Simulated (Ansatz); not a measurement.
# Stress against strain in SiC

```
CELL_PARAMETERS angstrom
3.07600 0.00000 0.00000
-1.53800 2.66389 0.00000
0.00000 0.00000 5.04800
ATOMIC_POSITIONS crystal
Si 0.33333 0.66667 0.00000
Si 0.66667 0.33333 0.50000
C 0.33333 0.66667 0.38500
C 0.66667 0.33333 0.88500
```

Atom numbers follow the list: Si1, Si2, C3, C4.

The geometry is COD entry 9008875, unchecked; take it as a test cell.

These are results of DFT, PBE, all-electron LAPW, scalar-relativistic in Ansatz 0.2.0, not measurements.

The runs use a Γ-centred 15×15×8 k mesh, Fermi–Dirac smearing of 0.08 eV, basis error target 1 meV/atom, no spin polarisation.

The strain is applied along the Cartesian axes of the cell as listed (the other components stay zero). Fractional coordinates are held (clamped ions).

σ is the change of stress from the unstrained cell, which is at 3.71 GPa; tension is positive, so slopes are stress–strain coefficients at that pressure.

Only quantities that a quadratic follows smoothly over the whole series are listed; rougher ones are left out.

```
    εzz  σzz (GPa)  σxx (GPa)
-0.0300     -17.49      -1.47
-0.0100      -5.39      -0.46
 0.0000       0.00       0.00
 0.0100       4.98       0.44
 0.0200       9.59       0.85
 0.0300      13.83       1.25
```

**Question.** Fit the series and read off the stiffness at zero strain.

**Answer.** Least-squares fits y = p0 + p1 x + p2 x² to the rows give σzz (GPa): p1 = 521, p2 = -2000; σxx (GPa): p1 = 45.2, p2 = -120. So C33 = 521 GPa and C13 = 45 GPa, for these axes.

**Question.** One run, at εzz = -0.0200, is withheld. Predict its row.

**Answer.** The fits give -11.25, -0.95; the run gave -11.21, -0.95.
